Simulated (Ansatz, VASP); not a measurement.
# Two plane-wave programs on Cs

Contents of INCAR:

```
PREC = Accurate ; ENCUT = 520
EDIFF = 1E-6 ; ISMEAR = 0
SIGMA = 0.15 ; LREAL = False
LASPH = True ; NELM = 100
ALGO = Fast ; ISIF = 2
LWAVE = False ; LCHARG = True
GGA = PE ; LELF = True
LVHAR = True ; NBANDS = 10
```

File KPOINTS:

```
Automatic mesh
0
Gamma
  12 12 12
```

POSCAR

```
Cs
1.0
   -3.0225000000      3.0225000000      3.0225000000
    3.0225000000     -3.0225000000      3.0225000000
    3.0225000000      3.0225000000     -3.0225000000
Cs
1
Direct
    0.0000000000      0.0000000000      0.0000000000
```

Input for Ansatz:

```yaml
crystal:
  lattice:
    - [-3.0225, 3.0225, 3.0225]
    - [3.0225, -3.0225, 3.0225]
    - [3.0225, 3.0225, -3.0225]
  atoms:
    - { symbol: Cs, position: [0.0, 0.0, 0.0] }
basis:
  ecutwfc: 420
kpoints:
  mp_grid: { grid: [12, 12, 12] }
hamiltonian:
  xc: pbe
scf:
  occupations: { method: gaussian, width: 0.15 }
output:
  forces: true
  stress: true
  eigenvalues: true
```

Alike in both runs: task single point; functional PBE; k mesh 12 × 12 × 12; occupations gaussian, width 0.15 eV; no spin polarisation.

|  | VASP | Ansatz |
| --- | --- | --- |
| version | VASP 6.6.1 | Ansatz 0.2.0 |
| potentials or method | VASP PAW PBE potentials, release 64 (Cs_sv) | scalar-relativistic, plane waves, PAW |
| plane-wave cutoff (eV) | 520 | 420 |
| valence electrons in the cell | 9 | 9 |

|  | VASP | Ansatz | Ansatz less VASP |
| --- | --- | --- | --- |
| gap on the k mesh at the Fermi level (eV) | none | none | - |
| pressure (GPa) | 0.1 | 0.1 | +0.01 |

A gap of «none» marks a metal or a gap that the smearing closes.

The runs have no spin-orbit coupling, so splittings on Cs are missing.
